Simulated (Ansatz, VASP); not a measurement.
**Two plane-wave programs on Li2O**

The input INCAR:

```
SYSTEM = Li2O
  ALGO = Fast
  EDIFF = 1E-8
  ENCUT = 520
  GGA = PE
  ISIF = 2
  ISMEAR = -1
  LASPH = .True.
  LCHARG = .False.
  LEFG = .True.
  LREAL = .False.
  LWAVE = .False.
  NBANDS = 13
  NELM = 80
  PREC = Accurate
  SIGMA = 0.01
```

Contents of KPOINTS:

```
k-points
0
Gamma
  11 11 11
  0 0 0
```

Contents of POSCAR:

```
Li2O
1.0
    0.0000000000      2.3095000000      2.3095000000
    2.3095000000      0.0000000000      2.3095000000
    2.3095000000      2.3095000000      0.0000000000
Li O
2 1
Direct
    0.2500000000      0.2500000000      0.2500000000
    0.7500000000      0.7500000000      0.7500000000
    0.0000000000      0.0000000000      0.0000000000
```

Input for Ansatz:

```yaml
crystal:
  lattice:
    - [0.0, 2.3095, 2.3095]
    - [2.3095, 0.0, 2.3095]
    - [2.3095, 2.3095, 0.0]
  atoms:
    - { symbol: Li, position: [0.25, 0.25, 0.25] }
    - { symbol: Li, position: [0.75, 0.75, 0.75] }
    - { symbol: O, position: [0.0, 0.0, 0.0] }
kpoints:
  mp_grid: { grid: [11, 11, 11] }
  band_path:
    path:
      - [0.0, 0.0, 0.0]
      - [0.5, 0.0, 0.5]
      - [0.625, 0.25, 0.625]
      - [0.375, 0.375, 0.75]
      - [0.0, 0.0, 0.0]
      - [0.5, 0.5, 0.5]
      - [0.5, 0.25, 0.75]
      - [0.5, 0.0, 0.5]
    npoints: 8
scf:
  occupations: { method: fermi_dirac, width: 0.01 }
hamiltonian:
  xc: pbe
  pseudopotentials: { kind: paw }
output:
  forces: true
  stress: true
  eigenvalues: true
  efg: { contact_densities: true }
  populations: true
  bader: true
  dos: { projected: true, de: 0.2, e_range: [-14, 8] }
```

Alike in both runs: task electric field gradients; functional PBE; k mesh 11 × 11 × 11; occupations fermi-dirac, width 0.01 eV; no spin polarisation.

|  | VASP | Ansatz |
| --- | --- | --- |
| version | VASP 6.6.1 | Ansatz 0.2.0 |
| potentials or method | VASP PAW PBE potentials, release 64 (Li_sv, O) | PAW with Ansatz's default frozen-core files, scalar-relativistic |
| plane-wave cutoff (eV) | 520 | 420 |
| valence electrons in the cell | 12 | 12 |

|  | VASP | Ansatz | Ansatz less VASP |
| --- | --- | --- | --- |
| gap on the k mesh at the Fermi level (eV) | 5.04 | 5.06 | +0.020 |
| Vzz of the field gradient on the site that differs most (V/Å²) | 0.0 | 0.0 | -0.01 |

The functional is the same, so the differences come from potentials, cutoffs and numerics.

Caveats: an odd mesh through Γ misses points on the zone boundary, where band edges often lie.
